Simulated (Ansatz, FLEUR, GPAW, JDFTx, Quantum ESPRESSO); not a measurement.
# KBr: 6 runs at one level of theory

```xyz
2
Lattice="0.0000 3.3000 3.3000 3.3000 0.0000 3.3000 3.3000 3.3000 0.0000" Properties=species:S:1:pos:R:3 pbc="T T T"
Br    3.3000    3.3000    3.3000
K     0.0000    0.0000    0.0000
```

Alike in all runs: task band structure; functional PBEsol; k mesh 7 × 7 × 7; occupations fermi-dirac, width 0.05 eV; no spin polarisation; no spin-orbit coupling. Pressure is positive in compression and, in plane waves, holds the error of the finite cutoff, which Ansatz's Pulay term estimates and takes out. Gaps are the smaller of the mesh's and the band path's.

```tsv
program and potentials	plane-wave cutoff (eV)	notes	band gap (eV)	pressure (GPa)
Ansatz, Ansatz PAW	420	potentials made for PBE, which Ansatz adapts in part	4.28	-0.33
GPAW, PAW data sets generated for this functional	600	-	?	?
Quantum ESPRESSO, PseudoDojo 0.4.1 SR PBEsol standard	1007	-	4.28	-0.34
JDFTx, PseudoDojo-SR-PBEsol-0.4.1-standard with smoothed tails	1007	-	4.28	-
Ansatz, all-electron LAPW, scalar-relativistic	-	-	4.28	-0.33
FLEUR, all-electron, FLAPW	-	-	4.28	-
```

Estimate from the other rows what the run with GPAW, PAW data sets generated for this functional gave.

Band gap 4.29 eV; pressure -0.35 GPa. The other rows, which needn't bracket it: band gap 4.28; pressure -0.34 to -0.33.
